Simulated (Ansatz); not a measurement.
# TiO2: the cost of one run

Method: DFT PBE, scalar-relativistic, plane waves, PAW, in Ansatz 0.2.0.

## Step 1: Starting point

Symmetry: P4_2/mnm, No. 136, tetragonal system. Conventional cell: a = 4.592 Å, b = 4.592 Å, c = 2.957 Å, α = 90.00°, β = 90.00°, γ = 90.00°. Ti (site symmetry mmm) has 6 O at 1.95 to 1.98 Å as nearest neighbours. O (site symmetry m2m) is surrounded by 3 Ti at 1.95 to 1.98 Å.

As a file:

```cif
data_structure
_symmetry_space_group_name_H-M 'P4_2/mnm'
_symmetry_Int_Tables_number 136
_cell_length_a 4.5922
_cell_length_b 4.5922
_cell_length_c 2.9574
_cell_angle_alpha 90.000
_cell_angle_beta 90.000
_cell_angle_gamma 90.000
_cell_volume 62.37
loop_
_atom_site_label
_atom_site_type_symbol
_atom_site_symmetry_multiplicity
_atom_site_Wyckoff_symbol
_atom_site_fract_x
_atom_site_fract_y
_atom_site_fract_z
_atom_site_occupancy
Ti1 Ti 2 a 0.00000 0.00000 0.00000 1
O1 O 4 f 0.30496 0.30496 0.00000 1
```

The runs take a perfect supercell of 48 atoms; the defect goes to fractional position (0.771, 0.076, 0.924).

## Step 2: The perfect supercell

Input file input.yaml:

```yaml
crystal:
  lattice:
    - [-4.5922, -4.5922, 2.9574]
    - [-4.5922, 4.5922, 2.9574]
    - [-9.1844, 0.0, -5.9148]
  atoms:
    - { symbol: Ti, position: [0.0, 0.0, 0.0] }
    - { symbol: Ti, position: [0.25, 0.25, 0.75] }
    - { symbol: Ti, position: [0.5, 0.5, 0.0] }
    - { symbol: Ti, position: [0.5, 0.5, 0.5] }
    - { symbol: Ti, position: [0.75, 0.75, 0.25] }
    - { symbol: Ti, position: [0.75, 0.75, 0.75] }
    - { symbol: Ti, position: [0.0, 0.0, 0.5] }
    - { symbol: Ti, position: [0.25, 0.25, 0.25] }
    - { symbol: Ti, position: [0.0, 0.5, 0.0] }
    - { symbol: Ti, position: [0.25, 0.75, 0.75] }
    - { symbol: Ti, position: [0.5, 0.0, 0.5] }
    - { symbol: Ti, position: [0.5, 0.0, 0.0] }
    - { symbol: Ti, position: [0.75, 0.25, 0.75] }
    - { symbol: Ti, position: [0.75, 0.25, 0.25] }
    - { symbol: Ti, position: [0.0, 0.5, 0.5] }
    - { symbol: Ti, position: [0.25, 0.75, 0.25] }
    - { symbol: O, position: [0.77128, 0.07624, 0.92376] }
    - { symbol: O, position: [0.02128, 0.32624, 0.67376] }
    - { symbol: O, position: [0.27128, 0.57624, 0.92376] }
    - { symbol: O, position: [0.27128, 0.57624, 0.42376] }
    - { symbol: O, position: [0.52128, 0.82624, 0.17376] }
    - { symbol: O, position: [0.52128, 0.82624, 0.67376] }
    - { symbol: O, position: [0.77128, 0.07624, 0.42376] }
    - { symbol: O, position: [0.02128, 0.32624, 0.17376] }
    - { symbol: O, position: [0.17376, 0.97872, 0.82624] }
    - { symbol: O, position: [0.42376, 0.22872, 0.57624] }
    - { symbol: O, position: [0.67376, 0.47872, 0.82624] }
    - { symbol: O, position: [0.67376, 0.47872, 0.32624] }
    - { symbol: O, position: [0.92376, 0.72872, 0.07624] }
    - { symbol: O, position: [0.92376, 0.72872, 0.57624] }
    - { symbol: O, position: [0.17376, 0.97872, 0.32624] }
    - { symbol: O, position: [0.42376, 0.22872, 0.07624] }
    - { symbol: O, position: [0.97872, 0.67376, 0.82624] }
    - { symbol: O, position: [0.22872, 0.92376, 0.57624] }
    - { symbol: O, position: [0.47872, 0.17376, 0.32624] }
    - { symbol: O, position: [0.47872, 0.17376, 0.82624] }
    - { symbol: O, position: [0.72872, 0.42376, 0.57624] }
    - { symbol: O, position: [0.72872, 0.42376, 0.07624] }
    - { symbol: O, position: [0.97872, 0.67376, 0.32624] }
    - { symbol: O, position: [0.22872, 0.92376, 0.07624] }
    - { symbol: O, position: [0.07624, 0.27128, 0.92376] }
    - { symbol: O, position: [0.32624, 0.52128, 0.67376] }
    - { symbol: O, position: [0.57624, 0.77128, 0.92376] }
    - { symbol: O, position: [0.57624, 0.77128, 0.42376] }
    - { symbol: O, position: [0.82624, 0.02128, 0.17376] }
    - { symbol: O, position: [0.82624, 0.02128, 0.67376] }
    - { symbol: O, position: [0.07624, 0.27128, 0.42376] }
    - { symbol: O, position: [0.32624, 0.52128, 0.17376] }
basis:
  ecutwfc: 420
  fft_grid_basis: typed
kpoints:
  mp_grid: { grid: [2, 2, 1] }
hamiltonian:
  xc: pbe
  pseudopotentials: { kind: paw }
scf:
  occupations: { method: gaussian, width: 0.05 }
output:
  forces: true
  stress: false
  eigenvalues: true
  bader: false
  write_density: true
  volumetric_format: npy
```

Run with:

```console
ansatz run input.yaml --threads 4 --pin off --max-ram 10240MiB --backend cpu --events-out ev --progress --plain --runs-dir out
```

**Question.** How long does this run take on 4 threads of Intel Xeon Gold 6455B (Sapphire Rapids), shared host, and how much memory does it need?

About 4.5 s, with a peak of 1.9 GiB.
